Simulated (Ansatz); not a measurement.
Base system: InN in the wurtzite structure (space group P6_3mc, No. 186; a = 3.581 Å, c = 5.788 Å).

Structures relaxed with PBE in Ansatz (plane waves to 420 eV, PAW, no spin-orbit coupling).

Base:

Simulated powder pattern, Mo Kα, λ = 0.71073 Å (kinematic, ideal powder, no thermal factors, no anomalous dispersion; the 8 strongest lines at most, above 2 %, up to 2θ = 40°):

```
2θ (°)  I/Imax (%)    hkl
------  ----------  -----
13.16           34  (100)
14.11           31  (002)
14.94          100  (101)
19.34           20  (102)
22.90           30  (110)
25.06           32  (103)
27.00           30  (112)
27.45           19  (201)
```

The change: an isotropic linear strain of +0.52 %, atoms relaxed at fixed cell.

After the change:

Simulated powder pattern, Mo Kα, λ = 0.71073 Å (kinematic, ideal powder, no thermal factors, no anomalous dispersion; the 8 strongest lines at most, above 2 %, up to 2θ = 40°):

| 2θ (°) | I/Imax (%) | hkl |
|---|---|---|
| 13.09 | 34 | (100) |
| 14.03 | 31 | (002) |
| 14.86 | 100 | (101) |
| 19.24 | 20 | (102) |
| 22.78 | 30 | (110) |
| 24.93 | 32 | (103) |
| 26.85 | 30 | (112) |
| 27.31 | 19 | (201) |

The indices refer to the base's conventional cell; one index is shown for lines that coincide.

Stability against distortions was not tested. The final runs are not spin-polarised.

Ansatz is a program for electronic structure.
